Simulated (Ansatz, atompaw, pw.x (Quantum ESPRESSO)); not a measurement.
## pw.x on bcc Al: one setting changed

Potential: PAW, atompaw 4.2.0.5, PBE; core [Ne], reference 3s1.5 3p1.5; waves: 3s (bound): rc 2.50 bohr; 3s channel at 0.25 Ry: rc 2.50 bohr; 3p (bound): rc 2.00 bohr; 3p channel at 1.65 Ry: rc 2.50 bohr; 3d channel at 0.2 Ry: rc 2.50 bohr; 3d channel at 1.15 Ry: rc 2.50 bohr; local part: troulliermartins scheme with l = 3 at 0.5 Ry, radius 1.40 bohr; core correction: smooth core density matched at 1.80 bohr; augmentation: besselshape compensation charge, radius 2.50 bohr; PAW radius 2.50 bohr; waves and projectors: custom polynom2 7 10 vanderbiltortho.

The reference run (k-mesh 14³, cutoffs 40/400 Ry, Fermi–Dirac 0.01 Ry, mixing_beta 0.4, conv_thr 1e-9, no spin) gives -0.23 GPa at 16.945 Å³/atom, where all-electron LAPW gives 0.07 GPa. This run, with its own iteration cap, changes k-mesh points per axis to 3.

```
&control
  calculation='scf', prefix='x', pseudo_dir='./', outdir='./tmp', tstress=.true., disk_io='none'
/
&system
  ibrav=0, nat=1, ntyp=1, ecutwfc=40, ecutrho=400, nbnd=8,
  occupations='smearing', smearing='fd', degauss=0.01
/
&electrons
  conv_thr=1e-09, mixing_beta=0.4, electron_maxstep=70
/
ATOMIC_SPECIES
Al 1.0 Al.UPF
CELL_PARAMETERS angstrom
  -1.61805716 1.61805716 1.61805716
  1.61805716 -1.61805716 1.61805716
  1.61805716 1.61805716 -1.61805716
ATOMIC_POSITIONS crystal
Al 0.0000 0.0000 0.0000
K_POINTS automatic
3 3 3 0 0 0
```

```bash
pw.x < Al.scf.in > Al.scf.out
```

Problem. How does the run end?

Solution. It converges in 12 iterations; the free energy moves by +126.2 meV/atom and the pressure by -0.80 GPa.

```
Message from routine setup:
     using ibrav=0 with symmetry is DISCOURAGED, use correct ibrav instead
     lattice parameter (alat)  =       5.2961  a.u.
     unit-cell volume          =     114.3505 (a.u.)^3
     number of electrons       =         3.00
     number of Kohn-Sham states=            8
     kinetic-energy cutoff     =      40.0000  Ry
     charge density cutoff     =     400.0000  Ry
     scf convergence threshold =      1.0E-09
     Exchange-correlation= SLA PW PBX PBC
     number of k points=     4  Fermi-Dirac smearing, width (Ry)=  0.0100
     iteration #  1     ecut=    40.00 Ry     beta= 0.40
     total energy              =     -39.50862966 Ry
     estimated scf accuracy    <       0.00103263 Ry
     iteration #  2     ecut=    40.00 Ry     beta= 0.40
     total energy              =     -39.60251232 Ry
     estimated scf accuracy    <       0.00250404 Ry
     iteration #  3     ecut=    40.00 Ry     beta= 0.40
     total energy              =     -39.49363226 Ry
     estimated scf accuracy    <       0.00405263 Ry
     iteration #  4     ecut=    40.00 Ry     beta= 0.40
     total energy              =     -39.49505933 Ry
     estimated scf accuracy    <       0.00040430 Ry
     iteration #  5     ecut=    40.00 Ry     beta= 0.40
     total energy              =     -39.49506465 Ry
     estimated scf accuracy    <       0.00016819 Ry
     iteration #  6     ecut=    40.00 Ry     beta= 0.40
     total energy              =     -39.49503276 Ry
     estimated scf accuracy    <       0.00010677 Ry
     iteration #  7     ecut=    40.00 Ry     beta= 0.40
     total energy              =     -39.49504335 Ry
     estimated scf accuracy    <       0.00000040 Ry
     iteration #  8     ecut=    40.00 Ry     beta= 0.40
     total energy              =     -39.49504894 Ry
     estimated scf accuracy    <       0.00000157 Ry
     iteration #  9     ecut=    40.00 Ry     beta= 0.40
     total energy              =     -39.49504846 Ry
     estimated scf accuracy    <       0.00000135 Ry
     iteration # 10     ecut=    40.00 Ry     beta= 0.40
     total energy              =     -39.49504851 Ry
     estimated scf accuracy    <       0.00000009 Ry
     iteration # 11     ecut=    40.00 Ry     beta= 0.40
     total energy              =     -39.49504849 Ry
     estimated scf accuracy    <       0.00000014 Ry
     iteration # 12     ecut=    40.00 Ry     beta= 0.40
     the Fermi energy is     6.4943 ev
!    total energy              =     -39.49504850 Ry
     estimated scf accuracy    <          4.2E-10 Ry
     smearing contrib. (-TS)   =      -0.00380109 Ry
     The total energy is F=E-TS. E is the sum of the following terms:
     one-electron contribution =       3.12499981 Ry
     hartree contribution      =       0.00315776 Ry
     xc contribution           =      -1.93921260 Ry
     ewald contribution        =      -5.35586600 Ry
     one-center paw contrib.   =     -35.32432637 Ry
     convergence has been achieved in  12 iterations
          total   stress  (Ry/bohr**3)                   (kbar)     P=      -10.22
     Message from routine punch:
     Nothing written, as per user request (disk_io='none')
```

The run took about 5.2 s on one core of a shared host (Intel(R) Xeon(R) 6975P-C, 192 threads, 756 GiB, load 119).
